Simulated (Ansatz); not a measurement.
# Ru: the cost of one run

Program: Ansatz 0.2.0. Level of theory: DFT r2SCAN, scalar-relativistic, plane waves, PAW. These are calculated values, not measurements.

## (1) The starting structure

Symmetry: P6_3/mmc, No. 194, hexagonal system. The conventional cell has a = 2.749 Å, b = 2.749 Å, c = 8.865 Å, α = 90.00°, β = 90.00°, γ = 120.00°. Ru (site symmetry -3m) has 12 Ru at 2.73 to 2.75 Å as nearest neighbours. Ru (site symmetry -6m2) is surrounded by 12 Ru at 2.73 to 2.75 Å.

As a file:

```
Ru
1.0
     2.74855    0.00000    0.00000
    -1.37428    2.38032    0.00000
     0.00000    0.00000    8.86463
Ru
4
Direct
  0.00000 0.00000 0.00000
  0.00000 0.00000 0.50000
  0.33333 0.66667 0.75000
  0.66667 0.33333 0.25000
```

(A quick probe on a coarse mesh, which set the mesh and smearing, is not shown.)

## (3) A loose first relaxation

Input file input.yaml:

```yaml
crystal:
  lattice:
    - [2.7485537587, 0.0, 0.0]
    - [-1.3742768793, 2.3803173787, 0.0]
    - [0.0, 0.0, 8.8646283618]
  atoms:
    - { symbol: Ru, position: [0.0, 0.0, 0.0] }
    - { symbol: Ru, position: [0.0, 0.0, 0.5] }
    - { symbol: Ru, position: [0.3333333333, 0.6666666667, 0.75] }
    - { symbol: Ru, position: [0.6666666667, 0.3333333333, 0.25] }
basis:
  ecutwfc: 500
kpoints:
  mp_grid: { grid: [9, 9, 2] }
hamiltonian:
  xc: r2scan
scf:
  occupations: { method: gaussian, width: 0.1 }
  lower_state_search: "off"
output:
  forces: true
  stress: true
  eigenvalues: true
relax:
  adjacent_minimum: "off"
  f_tol: 0.04
  max_steps: 70
  cell: { stress_tol: 0.4 }
```

What time and memory should one allow on 1 thread of an x86-64 CPU, shared host?

About 36 s, with a peak of 0.6 GiB.
